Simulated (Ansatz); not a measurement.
# Cu (P6_3/mmc) in Ansatz: a series of runs, part 2 of 2

Ansatz 0.2.0.

## 10. Phonons, PBEsol

input.yaml reads:

```yaml
crystal:
  lattice:
    - [2.5307640267, 0.0, 0.0]
    - [-1.2653820134, 2.1917059381, 0.0]
    - [0.0, 0.0, 8.26181508]
  atoms:
    - { symbol: Cu, position: [0.6666666667, 0.3333333333, 0.75] }
    - { symbol: Cu, position: [0.0, 0.0, 0.5] }
    - { symbol: Cu, position: [0.3333333333, 0.6666666667, 0.25] }
    - { symbol: Cu, position: [0.0, 0.0, 0.0] }
hamiltonian:
  xc: pbesol
  pseudopotentials: { kind: paw }
kpoints:
  mp_grid: { grid: [10, 10, 4] }
scf:
  occupations: { method: fermi_dirac, width: 0.05 }
phonons:
  method: dfpt
```

Potentials or basis: Ansatz PAW.

The run is started by

```bash
ansatz run input.yaml --threads 2 --pin off --max-ram 5632MiB --backend cpu --events-out ev --progress --plain --runs-dir out
```

Standard output:

```text
Warning: RAYON_NUM_THREADS=2 ignored (pool sized by the plan → 2); use --threads N
Engine: ansatz 0.2.0, aarch64-unknown-linux-gnu
Pseudopotentials: kind: paw
Pseudopotential: Cu, paw, valence charge 19, recommended cutoff 420 eV (normal), Cu.paw.azcp
Functional definition: PBEsol
  exchange = pbesol_x
  correlation = pbesol_c
Crystal: 4 atoms, lattice volume = 45.826 Å³
Basis set: ecut = 420 eV, 909 PW (Γ), exchange–correlation on 36×36×120 points (8 copies of the dense FFT grid, shifted against one another)
Bands: 46, of which v1, the nominal top of the filled ones, is band 38 counted from 1 (37 counted from 0)
Symmetry: 24 space group operations
k-points: 117 of 400 (irreducible under 2 space group operations, time reversal used)
Non-local potential: Cu, projectors of the file, l = 0: 3, l = 1: 2, l = 2: 3, l = 3: 1
PAW form: soft (Blöchl's): semilocal exchange-correlation on the pseudo side does not see the compensation charge
PAW frozen core: Cu, regenerated for the run's functional, and the local potential with it (the file was generated under x = pbe(κ = 0.804, μ = 0.2195149727645171), c = pbe(β = 0.06672455060314922))
PAW one-centre angular grid: Cu, 590 points (default); XC on 64 Gauss nodes
Initial density: superposition of atomic densities (neutral atoms: chi_scale 0, normalization atom), corrected by the library's trained network
Initial wavefunctions: pseudopotential atomic-orbital guess
Functional: x = pbesol(κ = 0.804, μ = 0.12345679012345678), c = pbesol(β = 0.046)
SCF iter   1: F=—  HF=-26355.083412 eV  |F-HF|=—  |Δ(HF+E_count)|=         —  Δρ=2.07e-2  dr2=1.02e-1  ethr=1.77e-3  ⟨swp⟩=5.3  Hψ=17107  notcnv=0  defer=115
preconditioner: auto → Kerker (q_TF=auto, 2.968 Å⁻¹)  [metal: Δε(μ)=0.092 eV  Ē_g=10.971 eV  σ=0.050 eV  W_gap=0.42  n_scr=24 (ndim 8)  ℏωp=36.4 eV  f_vac=0.000  D(μ)=1.11/eV (n_scr^D=4)]
SCF iter   2: F=—  HF=-26355.061279 eV  |F-HF|=—  |Δ(HF+E_count)|=   2.21e-2  Δρ=2.37e-3  dr2=1.89e-3  ethr=1.34e-4  ⟨swp⟩=2.0  Hψ=9155  notcnv=0  defer=281
[... 18 lines left out ...]
Fermi energy:    17.205754 eV
--- Per-component energies (eV) ---
  E_band       = -1400.255206
  E_kinetic    = 1201.927665
  E_local      = -15974.419471  (includes V_loc(G=0)·N_el)
  E_nonlocal   = 1565.058651
  E_hartree    = 7032.667355
  E_xc         = -357.101705
  E_vxc        = -462.886326  (∫ρ·V_xc dr)
  E_paw        = -6504.031838  (= ΣΔE_a)
  E_vpaw       = -1795.271382  (= ΣTr[D̂ρ^β])
  E_aug_tail   = 0.001014  (compensation charges beyond the density's cutoff)
  E_ewald      = -13319.977822
  E_core_change = 0.824809  (= ΣΔE_core)
  E_smearing   = -0.008391  (= −TS)
  E_closure    = 0.000000  (closes the sum)
  Σ components = -26355.059735   (vs F -26355.059735, Δ=0.00e0)
--- Band table (eV; the first three rows and the last of 117) ---
  k-point 0: bands = ["-95.0776", "-95.0747", "-95.0550", "-95.0521", "-52.6576", "-52.6038", "-52.5880", "-52.5483", "-52.5483", "-52.5449", "-52.5449", "-52.5338", "-52.5230", "-52.5230", "-52.5197", "-52.5197", "7.5648", "9.7276", "9.7448", "11.9674", "13.8759", "13.8786", "14.1347", "14.1347", "14.1353", "14.1353", "14.1494", "14.3399", "14.3399", "14.3581", "14.3581", "14.8671", "14.8671", "15.1296", "15.1296", "15.2952", "15.2952", "15.5990", "15.5990", "16.0730", "21.1464", "29.9012", "29.9024", "38.6522", "39.3558", "39.3859"]
  k-point 1: bands = ["-95.0772", "-95.0752", "-95.0545", "-95.0525", "-52.6530", "-52.6206", "-52.5711", "-52.5479", "-52.5479", "-52.5455", "-52.5455", "-52.5384", "-52.5225", "-52.5225", "-52.5201", "-52.5201", "7.7106", "8.8349", "10.7141", "11.8739", "13.9338", "13.9941", "14.1183", "14.1552", "14.1552", "14.1578", "14.1578", "14.3068", "14.3068", "14.3242", "14.3242", "14.9082", "14.9082", "15.0821", "15.0821", "15.3599", "15.3599", "15.4659", "15.5646", "15.5646", "22.1253", "26.9464", "33.0596", "38.7361", "39.0324", "39.4984"]
  k-point 2: bands = ["-95.0762", "-95.0762", "-95.0535", "-95.0535", "-52.6399", "-52.6399", "-52.5517", "-52.5517", "-52.5467", "-52.5467", "-52.5467", "-52.5467", "-52.5212", "-52.5212", "-52.5212", "-52.5212", "8.1416", "8.1416", "11.4958", "11.4958", "14.0355", "14.0355", "14.1917", "14.1917", "14.1917", "14.1917", "14.2691", "14.2691", "14.2691", "14.2691", "14.5142", "14.5142", "14.9955", "14.9955", "14.9955", "14.9955", "15.4731", "15.4731", "15.4731", "15.4731", "24.2840", "24.2840", "36.3322", "36.3322", "38.9744", "38.9744"]
  k-point 116: bands = ["-95.0644", "-95.0641", "-95.0443", "-95.0440", "-52.6362", "-52.6294", "-52.6241", "-52.6123", "-52.5981", "-52.5913", "-52.5817", "-52.5715", "-52.5651", "-52.5621", "-52.5527", "-52.5506", "12.3167", "12.5001", "12.7095", "12.9625", "13.0463", "13.3296", "13.3991", "13.6558", "13.8627", "13.9685", "14.1030", "14.3025", "14.5010", "14.7038", "15.0310", "15.1723", "15.2699", "15.5651", "15.6796", "15.7348", "16.9928", "17.4846", "19.1739", "21.7099", "23.2278", "23.7823", "25.3247", "26.0221", "26.4302", "27.3046"]
--- Phonons (Γ-DFPT): 4 representative perturbations + reference, on 117 of 400 k-points (Σ response iterations 15) ---
  k mesh reduced under 2 symmetry operations, with k and −k counted as one. Each operation leaves every solved perturbation unchanged. A smaller set is not used because it would not reduce the number of displacements times k-points to solve
  ASR residual: 1.693e-4 → 0.000e0 eV/Å²; symmetrization residual: 1.489e-5 eV/Å²
  ASR residual per site (eV/Å²): 1.63e-4 1.69e-4 1.63e-4 1.69e-4
  Γ frequencies (cm⁻¹): 0.00 0.00 0.00 84.68 84.68 86.22 86.22 108.53 108.53 185.91 188.35 256.51
  non-analytic LO–TO correction: not included (Born effective charges unavailable; polar crystals: no LO–TO splitting at Γ)
```

second_order_force_constants.tsv:

```text
# format = ansatz-second-order-force-constants/2
# a1_ang = 2.5307640266965366e0 2.8867442724913882e-11 0e0
# a2_ang = -1.2653820133732683e0 2.191705938088566e0 0e0
[... 53 lines left out ...]
1	1	0	0	0	1	1.5567942587605947e0	-4.5098003942113044e-17	1.373119816838026e-22	-4.5098003942113057e-17	1.5567942587605943e0	-1.599215850935853e-23	1.3731198168380264e-22	-1.599215850935853e-23	7.989239078093817e0
[... 8 lines left out ...]
3	2	0	0	0	2	-6.881315618781614e-1	1.9079533217942037e-17	7.155112298583688e-23	1.9079532666435705e-17	-6.881315618781612e-1	-1.819797347616661e-23	1.7191570397560424e-22	1.0477621092338346e-23	-3.844074227475545e0
3	3	0	0	0	3	1.5567942587605947e0	-4.5098001736298086e-17	-2.429153732197391e-22	-4.5098001736298086e-17	1.5567942587605943e0	3.3638678243823123e-23	-2.429153732197391e-22	3.363867824382313e-23	7.989239078093817e0
```

It took 69 s on 2 threads of Arm Neoverse V2, shared host; peak memory 1 GiB.

Results:

```yaml
Free_energy: -26355.0597 eV
Band_gap_on_the_k_mesh: none (metal or under the smearing width)
Highest_phonon_frequency_at_Γ: 257 cm⁻¹
```

Phonon frequencies in cm⁻¹ (negative: imaginary):
| q point | frequencies |
| --- | --- |
| (0.000, 0.000, 0.000) | 0 0 0 85 85 86 86 109 109 186 188 257 |

Caveat: the PAW data sets come from PBE, with cores solved anew for the run's functional, which leaves a small shift of forces and pressure.
